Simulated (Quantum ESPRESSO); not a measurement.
# AlN: single point with r2SCAN-X

The system is AlN.

```
Al N
1.0
     0.00000    2.18399    2.18399
     2.18399    0.00000    2.18399
     2.18399    2.18399    0.00000
Al N
1 1
Direct
  0.00000 0.00000 0.00000
  0.25000 0.25000 0.25000
```

Measurements of this composition are mostly on another form, of space group No. 186.

```
Program                   : Quantum ESPRESSO 7.5
Task                      : single point
Functional                : r2SCAN-X
Potentials or basis       : SG15 PBE 1.2
Cutoff                    : 1197 eV
Density cutoff            : 4789 eV
k mesh                    : 4 × 4 × 4
Occupations               : fixed
Spin                      : no spin polarisation
Share of exact exchange   : 0.25
q mesh for exact exchange : 4 × 4 × 4
Cutoff for exact exchange : 2394.6 eV
Symmetry                  : off
Mixing beta               : 0.5
Most SCF iterations       : 120
SCF threshold             : 1e-07 Ry
```

* Band gap on the k mesh: 5.66 eV, indirect (least direct gap 6.58 eV)

Levels at points of the mesh, in eV from the valence-band top:
| k point | band 6 | band 7 | band 8 | band 9 | band 10 | band 11 |
| --- | --- | --- | --- | --- | --- | --- |
| (0.00, 0.00, 0.00) | 0.00 | 0.00 | 0.00 | 6.58 | 15.85 | 15.85 |
| (0.00, 0.00, -0.50) | -6.41 | -0.52 | -0.52 | 10.08 | 12.97 | 14.11 |
| (0.00, -0.50, 0.00) | -6.41 | -0.52 | -0.52 | 10.08 | 12.97 | 14.11 |
| (0.00, -0.50, -0.50) | -5.41 | -1.94 | -1.94 | 5.66 | 11.36 | 17.62 |
| (-0.50, 0.00, 0.00) | -6.41 | -0.52 | -0.52 | 10.08 | 12.97 | 14.11 |
| (-0.50, 0.00, -0.50) | -5.41 | -1.94 | -1.94 | 5.66 | 11.36 | 17.62 |
| (-0.50, -0.50, 0.00) | -5.41 | -1.94 | -1.94 | 5.66 | 11.36 | 17.62 |
| (-0.50, -0.50, -0.50) | -6.41 | -0.52 | -0.52 | 10.08 | 12.97 | 14.11 |

Wall time 6.6 min on 2 MPI ranks on Arm Neoverse V1 (shared host), peak memory 0.6 GiB a rank.

Caveat: the k mesh is coarse (spacing up to 0.62 Å⁻¹), so the values aren't converged. A k mesh can miss the band edges.
